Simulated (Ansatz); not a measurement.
TiCo3, 4 atoms in the cell. It takes space group Pm-3m (No. 221, cubic). The conventional cell has a = 3.571 Å, b = 3.571 Å, c = 3.571 Å, α = 90.00°, β = 90.00°, γ = 90.00°. Co (site symmetry 4/mmm) is surrounded by 8 Co at 2.53 Å and 4 Ti at 2.53 Å. Around Ti (site symmetry m-3m) lie 12 Co at 2.53 Å. 

- Program: Ansatz 0.2.0
- Task: single point
- Functional: PBEsol
- Potentials or basis: Ansatz PAW
- Cutoff: 420 eV (not typed: the program's choice for these potentials)
- k mesh: 8 × 8 × 8
- Occupations: fermi-dirac, width 0.05 eV
- Spin: collinear spin, random start
- Starting moments: [-0.6, 0.59, -0.83, -0.7] μB

Potentials or basis: Ansatz PAW.

Run with:

```console
$ ansatz run input.yaml --threads 2 --pin off --max-ram 5632MiB --backend cpu --events-out ev --progress --plain --runs-dir out
```

Hardware: 2 threads of Arm Neoverse V2, with other jobs on the host.

Question: Estimate the wall time of this run.

Answer: It took 27 s on 2 threads of Arm Neoverse V2 (shared host), peak memory 0.69 GiB. Counts: scf iterations 18, plane waves 895, k points 125, bands 40.
